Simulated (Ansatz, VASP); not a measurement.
WC in VASP and in Ansatz

File INCAR:

```
SYSTEM = WC
PREC     = Accurate       ! precision mode
ENCUT    = 600            ! plane-wave cutoff, eV
EDIFF    = 1E-6           ! SCF threshold, eV
ISMEAR   = -5             ! smearing method
SIGMA    = 0.1            ! smearing width, eV
LREAL    = .False.        ! projectors in reciprocal space
LASPH    = .True.         ! aspherical terms in the spheres
NELM     = 150            ! most SCF steps
ALGO     = Normal         ! electronic algorithm
ISIF     = 3              ! what is computed and relaxed
LWAVE    = .False.        ! write WAVECAR
LCHARG   = .False.        ! write CHGCAR
LMAXMIX  = 4              ! l up to which the mixer works
LDAU     = .True.         ! DFT+U
LDAUTYPE = 1            
LDAUL    = 2 -1           ! shell
LDAUU    = 4.66 0         ! U, eV
LDAUJ    = 0.92 0       
LDAUPRINT= 1            
GGA      = PE             ! functional
IBRION   = 2              ! ionic algorithm
NSW      = 60             ! ionic steps
EDIFFG   = -0.01          ! ionic threshold
```

File KPOINTS:

```
Automatic mesh
0
Gamma
  7 7 7
  0 0 0
```

Contents of POSCAR:

```
WC
1.0
   -2.9209057000      0.0000000000     -2.8535823600
    1.4604528500     -2.5295736700      0.0000000000
   -2.9209057000      0.0000000000      2.8535823600
W C
2 2
Direct
    0.0000000000      0.0000000000      0.0000000000
    0.5000000000      0.0000000000      0.5000000000
    0.9166650000      0.6666700000      0.4166650000
    0.4166650000      0.6666700000      0.9166650000
```

Input for Ansatz:

```yaml
crystal:
  lattice:
    - [2.9209057, 0.0, 2.85358236]
    - [-1.46045285, 2.52957367, 0.0]
    - [2.9209057, 0.0, -2.85358236]
  atoms:
    - { symbol: W, position: [0.0, 0.0, 0.0] }
    - { symbol: W, position: [0.5, 0.0, 0.5] }
    - { symbol: C, position: [0.083335, 0.33333, 0.583335] }
    - { symbol: C, position: [0.583335, 0.33333, 0.083335] }
  symmetry: { tolerance: 0.0003 }
kpoints:
  mp_grid: { grid: [7, 7, 7], shift: [0, 0, 0] }
magnetization:
  spin_polarized: false
scf:
  occupations: { method: tetrahedron_uncorrected }
hamiltonian:
  pseudopotentials: { kind: paw }
  xc: pbe
  hubbard:
    projectors: all-electron-ortho-atomic
    sites: [{ species: W, l: d, u: 4.66, j: 0.92 }]
basis:
  ecutwfc: 420
output:
  forces: true
  stress: true
  eigenvalues: true
relax:
  max_steps: 40
  cell: {}
```

Alike in both runs: task relaxation of cell and atoms; functional PBE; k mesh 7 × 7 × 7; no spin polarisation; Hubbard terms W d U = 4.66 eV, J = 0.92 eV.

|  | VASP | Ansatz |
| --- | --- | --- |
| version | VASP 6.6.1 | Ansatz 0.2.0 |
| potentials or method | VASP PAW PBE potentials, release 64 (W_sv, C) | PAW plane waves |
| plane-wave cutoff (eV) | 600 | 420 |
| occupations | tetrahedron | tetrahedron-uncorrected |
| valence electrons in the cell | 36 | 36 |

VASP gave:

* gap on the k mesh at the Fermi level, each at its own relaxed structure (eV): none
* relaxed volume (Å³/atom): 10.78
* relaxed cell length with the largest relative difference (Å): 4.112
* energy change over the relaxation (meV/atom): -6

Task: What did Ansatz give for the same quantities?

Result: gap on the k mesh at the Fermi level, each at its own relaxed structure (eV): none; relaxed volume (Å³/atom): 10.55; relaxed cell length with the largest relative difference (Å): 4.082; energy change over the relaxation (meV/atom): 0.

The programs project onto different local orbitals, so the same U acts differently. A gap of «none» marks a metal or a gap that the smearing closes. Ansatz warned: «band_table_not_solved_further».

Caveats: U without spin polarisation on a metal has little footing; the U is typed as a test and isn't derived for this compound; tetrahedron occupations give inexact forces and stress in metals. The runs have no spin-orbit coupling, so splittings on W are missing. Zero-point motion and thermal expansion aren't in these numbers.
